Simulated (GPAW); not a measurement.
# BN (F-43m) in GPAW: notebook

The runs below take BN through equation of state, with PBE, r2SCAN.

Program: GPAW 26.7.0. These are calculated values, not measurements. Logs are shortened: lines on timing, memory, paths and dates and some standing lists are left out, and cuts for length are marked. The log counts tension as positive stress, the text compression.

**Measured values to compare with.**

From “Effect of nanostructuration on compressibility of cubic BN”, 2012, arxiv:1208.3664, for a bulk crystal of BN at 300 K: bulk modulus 395 ± 2 GPa.

How close the calculation comes is told below.

### 1 Starting point

The structure is cubic, space group F-43m (No. 216). The conventional cell has a = 3.626 Å, b = 3.626 Å, c = 3.626 Å, α = 90.00°, β = 90.00°, γ = 90.00°. N (site symmetry -43m) is surrounded by 4 B at 1.57 Å. B (site symmetry -43m) is surrounded by 4 N at 1.57 Å.

The cell is a database's computed one.

### 2 Equation of state, PBE

run.py

```python
from ase.eos import EquationOfState
from ase.io import Trajectory, read
from ase.units import GPa
from gpaw import GPAW, PW, setup_paths

setup_paths.insert(0, '.')

atoms = read('POSCAR')

traj = Trajectory('eos.traj', 'w')
volumes, energies = [], []
for x in [0.94, 0.96, 0.98, 1.0, 1.02, 1.04, 1.06]:
    a = atoms.copy()
    a.set_cell(atoms.cell * x**(1 / 3), scale_atoms=True)
    calc = GPAW(mode=PW(1100),
                xc='PBE',
                kpts={'size': (10, 10, 10), 'gamma': True},
                occupations={'name': 'fermi-dirac', 'width': 0.05},
                setups='sg15',
                nbands=-7,
                convergence={'density': 1e-05, 'energy': 1e-05},
                maxiter=150,
                txt=f'eos-{x:.2f}.txt')
    a.calc = calc
    energies.append(a.get_potential_energy(force_consistent=True))
    volumes.append(a.get_volume())
    p = -a.get_stress()[:3].mean() / GPa
    calc.write(f'eos-{x:.2f}.gpw')
    traj.write(a)
    print(f'{x:.2f} {volumes[-1]:10.4f} A^3 {energies[-1]:14.6f} eV {p:9.3f} GPa', flush=True)

v0, e0, B = EquationOfState(volumes, energies, eos='birchmurnaghan').fit()
print(f'V0 = {v0:.4f} A^3, E0 = {e0:.6f} eV, B0 = {B / GPa:.2f} GPa')
```

POSCAR

```
BN
1.0
    0.0000000000      1.8130010000      1.8130010000
    1.8130010000      0.0000000000      1.8130010000
    1.8130010000      1.8130010000      0.0000000000
N B
1 1
Direct
    0.2500000000      0.2500000000      0.2500000000
    0.0000000000      0.0000000000      0.0000000000
```

Potentials or basis: SG15 ONCV 1.2, pw.

Launch:

```console
$ OMP_NUM_THREADS=1 python run.py
```

Standard output:

```text
__  _  _
 | _ |_)|_||  |
 |__||  | ||/\| - 26.7.0

Input parameters:
  mode=PW(ecut=1100.0),
  convergence={'density': 1e-05, 'energy': 1e-05},
  kpts=MonkhorstPack(size=(10, 10, 10), gamma=True),
  maxiter=150,
  nbands=-7,
  occupations=Occupations(name='fermi-dirac', width=0.05),
  setups={'default': 'sg15'},
  xc=XC(name='PBE')

Diagonalizing LCAO Hamiltonian
Converting LCAO to pw mode

          N
       B

Atoms  # Å, Bohr magnetons
|   | symbol |        x |        y |        z |    initial magnetic moments |
|---|--------|----------|----------|----------|-----------------------------|
| 0 |      N | 0.887995 | 0.887995 | 0.887995 | ( 0.0000,  0.0000,  0.0000) |
| 1 |      B | 0.000000 | 0.000000 | 0.000000 | ( 0.0000,  0.0000,  0.0000) |

Unit cell  # Å
| periodic |        x |        y |        z |  lengths |    angles |
|----------|----------|----------|----------|----------|-----------|
|      yes | 0.000000 | 1.775991 | 1.775991 | 2.511630 | 60.000000 |
|      yes | 1.775991 | 0.000000 | 1.775991 | 2.511630 | 60.000000 |
|      yes | 1.775991 | 1.775991 | 0.000000 | 2.511630 | 60.000000 |

Number of symmetries: 24
Symmetry operations  # r_c * U_cc + t_c -> r_c
|    | kind |            matrix            |
|----|------|------------------------------|
|  0 |  E   |  1, 0, 0,  0, 1, 0,  0, 0, 1 |
|  1 |  σ   |  1, 0, 0,  0, 0, 1,  0, 1, 0 |
|  2 |  σ   |  1, 0,-1,  0, 1,-1,  0, 0,-1 |
|  3 |  C3  |  1, 0,-1,  0, 0,-1,  0, 1,-1 |
|  4 |  C3  |  1,-1, 0,  0,-1, 1,  0,-1, 0 |
|  5 |  σ   |  1,-1, 0,  0,-1, 0,  0,-1, 1 |
|  6 |  σ   |  0, 1, 0,  1, 0, 0,  0, 0, 1 |
|  7 |  C3  |  0, 1, 0,  0, 0, 1,  1, 0, 0 |
|  8 |  C2  |  0, 1,-1,  1, 0,-1,  0, 0,-1 |
|  9 |  S4  |  0, 1,-1,  0, 0,-1,  1, 0,-1 |
| 10 |  C3  |  0, 0, 1,  1, 0, 0,  0, 1, 0 |
| 11 |  σ   |  0, 0, 1,  0, 1, 0,  1, 0, 0 |
| 12 |  S4  |  0, 0,-1,  1, 0,-1,  0, 1,-1 |
| 13 |  C3  |  0, 0,-1,  0, 1,-1,  1, 0,-1 |
| 14 |  S4  |  0,-1, 1,  1,-1, 0,  0,-1, 0 |
| 15 |  C2  |  0,-1, 1,  0,-1, 0,  1,-1, 0 |
| 16 |  C3  |  0,-1, 0,  1,-1, 0,  0,-1, 1 |
| 17 |  S4  |  0,-1, 0,  0,-1, 1,  1,-1, 0 |
| 18 |  S4  | -1, 1, 0, -1, 0, 1, -1, 0, 0 |
| 19 |  C3  | -1, 1, 0, -1, 0, 0, -1, 0, 1 |
| 20 |  C3  | -1, 0, 1, -1, 1, 0, -1, 0, 0 |
| 21 |  S4  | -1, 0, 1, -1, 0, 0, -1, 1, 0 |
| 22 |  σ   | -1, 0, 0, -1, 1, 0, -1, 0, 1 |
| 23 |  C2  | -1, 0, 0, -1, 0, 1, -1, 1, 0 |

BZ-sampling:
  Number of BZ points: 1000
  Number of IBZ points: 47

  Monkhorst-Pack size: [10, 10, 10]
  Monkhorst-Pack shift: [0.05, 0.05, 0.05]

K-points  # in reciprocal-cell coordinates
|     |                                coordinates |     weight |
|-----|--------------------------------------------|------------|
|   0 | (  0.00000000,   0.00000000,   0.00000000) | 0.00100000 |
|   1 | (  0.10000000,   0.10000000,   0.00000000) | 0.00600000 |
|   2 | (  0.10000000,   0.10000000,   0.10000000) | 0.00800000 |
|   3 | (  0.20000000,   0.10000000,   0.10000000) | 0.01200000 |
|   4 | (  0.20000000,   0.20000000,   0.00000000) | 0.00600000 |
|   5 | (  0.20000000,   0.20000000,   0.10000000) | 0.02400000 |
|   6 | (  0.20000000,   0.20000000,   0.20000000) | 0.00800000 |
|   7 | (  0.30000000,   0.20000000,   0.10000000) | 0.02400000 |
|   8 | (  0.30000000,   0.20000000,   0.20000000) | 0.02400000 |
|   9 | (  0.30000000,   0.30000000,   0.00000000) | 0.00600000 |
| ... |                                            |            |
|  46 | (  0.50000000,   0.50000000,   0.50000000) | 0.00400000 |

Plane wave coefficients: 944
Cutoff: 1100.0 eV

Spin-components: 1 (collinear spins)
Bands:           11
Projectors:      8
Spin-degeneracy: 2
Datatype:        complex128

Parallelization:
  kpt:    1
  domain: 1
  band:   1

Density:
  Valence electrons: 8.0
  Components: 1
  Grid points: [20 20 20]
  Charge: 0.0  # |e|

Potential:
  Grid points: [20 20 20]

species:
  Norm-conserving UPF setup:
    Element:    N
    Z:          7
    Valence:  5.0
  Projectors:
    l=0 rcut=1.63
    l=0 rcut=1.63
    l=1 rcut=1.63
    l=1 rcut=1.63
  No states stored on this setup
  Local potential cutoff: 1.44
  Comp charge cutoff:     1.44
  File: ./N_ONCV_PBE-1.2.upf

    LCAO basis set for N:
      Name: atompaw.sz
      This basis set was not loaded from a file
      Number of radial functions: 2
      Number of spherical harmonics: 4
        l=0, rc=8.9500 Bohr: 2s e=-0.683 f=2.000
        l=1, rc=8.9500 Bohr: 2p e=-0.263 f=3.000
      Number of RI-basis functions 0

  Norm-conserving UPF setup:
    Element:    B
    Z:          5
    Valence:  3.0
  Projectors:
    l=0 rcut=1.93
    l=0 rcut=1.93
    l=1 rcut=1.93
    l=1 rcut=1.93
  No states stored on this setup
  Local potential cutoff: 2.14
  Comp charge cutoff:     2.14
  File: ./B_ONCV_PBE-1.2.upf

    LCAO basis set for B:
      Name: atompaw.sz
      This basis set was not loaded from a file
      Number of radial functions: 2
      Number of spherical harmonics: 4
        l=0, rc=8.9500 Bohr: 2s e=-0.344 f=2.000
        l=1, rc=8.9500 Bohr: 2p e=-0.132 f=1.000
      Number of RI-basis functions 0

Reference energy: 0.000000  # eV

eigensolver:
  PPCG
  Converge bands: occupied
  niter=2

density mixing:
  MSR1-Mixer
  Pratt-step length: 0.05
  Maximum mixing coefficient: 0.75
  Old densities: 10
  SVD Regularization: 0.005
  Good broyden scale: 1.0
  Trust region scale: 1.0
  Backstep threshold: 4.0
  History deletion threshold: 6.0
  Fourier metric: weight=20.0, sigma=0.015

occupation numbers:
  Fermi-Dirac:
    width: 0.0500  # eV

poisson solver:
  ecut: 8800.0  # eV

xc functional:
  name: PBE with 2 nearest neighbor stencil

convergence criteria:
- Maximum integral of absolute [dens]ity change: 1e-05 electrons / valence electron
- Maximum [total energy] change in last 3 cyles: 1e-05 eV / valence electron
- Maximum integral of absolute [eigenst]ate change: 4e-08 eV^2 / valence electron
maximum number of iterations: 150

SCF iterations
|iter     | |      energy | eigst |  dens |
|---------|-|-------------|-------|-------|
|iter:   1| | -351.431245 | +0.26 |       |
|iter:   2| | -351.219174 | -1.82 | -0.70 |
|iter:   3| | -350.330468 | -0.90 | -0.74 |
|iter:   4| | -350.312696 | -2.64 | -1.35 |
|iter:   5| | -350.311416 | -3.26 | -1.80 |
|iter:   6| | -350.311450 | -5.15 | -2.57 |
|iter:   7| | -350.311449c| -6.48 | -3.59 |
|iter:   8| | -350.311450c| -8.15c| -4.35 |
|iter:   9| | -350.311450c| -8.51c| -5.26c|

Converged in 9 steps
Energy contributions relative to reference atoms: (reference = 0.000000)

Energy contributions:
  Kinetic:         238.293787
  Coulomb:        -505.896345
  Zero:             19.820549
  External:          0.000000
  Xc:             -102.529441
  Entropy:          -0.000000
  Spinorbit:         0.000000
  ----------------------------
  Free energy:    -350.311450
  Extrapolated:   -350.311450

dipole moment: (-7.074949, -7.074949, -7.074949)  # |e|*Ang

Fermi level: 11.946
Eigenvalues  # (at kpt = [0.000, 0.000, 0.000])
| band index |      eig [eV] | occ [0-2] |
|------------|---------------|-----------|
|          0 |       -11.050 |     2.000 |
|          1 |         9.745 |     2.000 |
|          2 |         9.745 |     2.000 |
|          3 |         9.745 |     2.000 |
|          4 |        18.798 |     0.000 |
|          5 |        18.798 |     0.000 |
|          6 |        18.798 |     0.000 |
|          7 |        21.002 |     0.000 |
|          8 |        35.502 |     0.000 |
|          9 |        38.782 |     0.000 |
|         10 |        38.937 |     0.000 |

Gap: 4.612 eV
Transition (v -> c):
  (s=0, k=0, n=3, [0.00, 0.00, 0.00]) -> (s=0, k=41, n=4, [0.50, 0.50, 0.00])
Direct/indirect transitions are different
Direct gap: 9.054 eV
Transition at: (s=0, k=0, n=3, [0.00, 0.00, 0.00])

Stress tensor  # eV/Ang^3
|         x |         y |         z |
|-----------|-----------|-----------|
| -0.147613 | -0.000000 | -0.000000 |
| -0.000000 | -0.147613 |  0.000000 |
| -0.000000 |  0.000000 | -0.147613 |

# Writing to eos-0.94.gpw (mode='')
```

It took 63 s on 1 thread of Arm Neoverse V1, shared host; peak memory 0.19 GiB.

Results:

| Property | Result |
| --- | --- |
| Equilibrium volume | 5.94 Å³/atom |
| Bulk modulus | 370 GPa |
| Pressure derivative of the bulk modulus | 3.6 (rough: it moves with the points fitted) |

Energy against volume, from the lowest point:
```
volume (Å³/atom)  energy (meV/atom)
           5.602              23.53
           5.721               9.38
           5.840               1.72
           5.959               0.00
           6.078               3.69
           6.198              12.46
           6.317              25.57
```

### 3 Equation of state, r2SCAN

run.py, as its differences from that of step 2:

```diff
@@ -3,7 +3,5 @@
 from ase.units import GPa
-from gpaw import GPAW, PW, setup_paths
+from gpaw import GPAW, PW
 
-setup_paths.insert(0, '.')
-
-atoms = read('POSCAR')
+atoms = read('BN.xyz')
 
@@ -14,8 +12,7 @@
     a.set_cell(atoms.cell * x**(1 / 3), scale_atoms=True)
-    calc = GPAW(mode=PW(1100),
-                xc='PBE',
+    calc = GPAW(mode=PW(800),
+                xc='MGGA_X_R2SCAN+MGGA_C_R2SCAN',
                 kpts={'size': (10, 10, 10), 'gamma': True},
                 occupations={'name': 'fermi-dirac', 'width': 0.05},
-                setups='sg15',
-                nbands=-7,
+                nbands=11,
                 convergence={'density': 1e-05, 'energy': 1e-05},
```

BN.xyz

```xyz
2
Lattice="0.0000000000 1.8130010000 1.8130010000 1.8130010000 0.0000000000 1.8130010000 1.8130010000 1.8130010000 0.0000000000" Properties=species:S:1:pos:R:3 pbc="T T T"
N      0.9065005000      0.9065005000      0.9065005000
B      0.0000000000      0.0000000000      0.0000000000
```

Potentials or basis: GPAW PAW data sets (gpaw-data 1.2.1), pw.

Launch:

```console
$ OMP_NUM_THREADS=1 python run.py
```

Run time: 3.3 min. Hardware: 1 thread of Arm Neoverse V1, shared host; peak memory 0.35 GiB.

The run converged. Its results:

```
Equilibrium volume : 5.88 Å³/atom (rough: see the caveat)
Bulk modulus       : 391 GPa (rough)
```

Energy against volume, from the lowest point:
```tsv
volume (Å³/atom)	energy (meV/atom)
5.602	17.17
5.721	5.24
5.840	0.00
5.959	0.96
6.078	7.32
6.198	18.80
6.317	34.81
```

Caveat: the points scatter about the fit; the PAW data sets were made with another functional, which shifts forces and pressure a little.

### 4 Comparison with measurements

Step 2. A measured bulk modulus of BN is 395 GPa (300 K; quoted in “Effect of nanostructuration on compressibility of cubic BN”, 2012, arxiv:1208.3664); the calculated 370 GPa misses it by -6.4 %. The fit is for a static lattice scaled at fixed shape and fixed fractional positions.
